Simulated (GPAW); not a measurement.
Write an ASE script for GPAW 26.7.0 that does the following.

```yaml
Task: band structure
Functional: LDA
Potentials_or_basis: the program's PAW data sets (release 1.2.1) made for this functional
Cutoff: 600 eV
Basis: pw
k_mesh: 11 × 11 × 11
Occupations: fermi-dirac, width 0.05 eV
Spin: no spin polarisation
Maxiter: 150
Band_path: GXWKGLUWLK,UX
Band_points: 60
```

The structure of Au lies in POSCAR:

```
Au
1.0
    0.0000000000      2.0350000000      2.0350000000
    2.0350000000      0.0000000000      2.0350000000
    2.0350000000      2.0350000000      0.0000000000
Au
1
Direct
    0.0000000000      0.0000000000      0.0000000000
```

One way to write it, as run:

run.py

```python
from ase.dft.bandgap import bandgap
from ase.io import read, write
from ase.units import Bohr, GPa
from gpaw import GPAW, PW
from gpaw.elf import elf_from_dft_calculation

atoms = read('POSCAR')

calc = GPAW(mode=PW(600),
            xc='LDA',
            kpts={'size': (11, 11, 11), 'gamma': True},
            occupations={'name': 'fermi-dirac', 'width': 0.05},
            nbands=14,
            convergence={'density': 1e-05, 'energy': 1e-05},
            maxiter=150,
            txt='gpaw.txt')
atoms.calc = calc
energy = atoms.get_potential_energy()
forces = atoms.get_forces()
stress = atoms.get_stress()
calc.write('gs.gpw')
write('result.traj', atoms)
print(f'Energy: {energy:.6f} eV')
print('Forces (eV/A):')
print(forces.round(4))
print('Stress (GPa):', (stress / GPa).round(3))
print('Fermi level:', round(calc.get_fermi_level(), 4), 'eV')
print(f'Gap: {bandgap(calc)[0]:.4f} eV, direct: {bandgap(calc, direct=True)[0]:.4f} eV')

# fields on the real-space grid
write('density.cube', atoms, data=calc.get_pseudo_density() * Bohr**3)
write('potential.cube', atoms, data=calc.get_electrostatic_potential())
write('elf.cube', atoms, data=elf_from_dft_calculation(calc).data)

path = atoms.cell.bandpath('GXWKGLUWLK,UX', npoints=60, eps=1e-4)
bs_calc = calc.fixed_density(kpts=path, symmetry='off', nbands=21,
                             convergence={'bands': 'CBM+6.0', 'eigenstates': 1e-6}, txt='bands.txt')
bs = bs_calc.band_structure()
bs.write('bs.json')
print(f'Gap on the path: {bandgap(bs_calc)[0]:.4f} eV')
```

Potentials or basis: the program's PAW data sets (release 1.2.1) made for this functional, pw.

Launch:

```bash
$ OMP_NUM_THREADS=1 python run.py
```

Results of the run:

* Pressure: 0.3 GPa
* Band gap along the path: none (metal or under the smearing width)

Caveat: with this Au data set, volumes or pressures lay over 1.5 % or 2 GPa off other programs in two to four cells of ten; spin-orbit coupling is left out, which moves the levels of the heavy elements.

Wall time 18 s on 1 thread of Arm Neoverse V1, with other jobs on the host, peak memory 0.16 GiB.
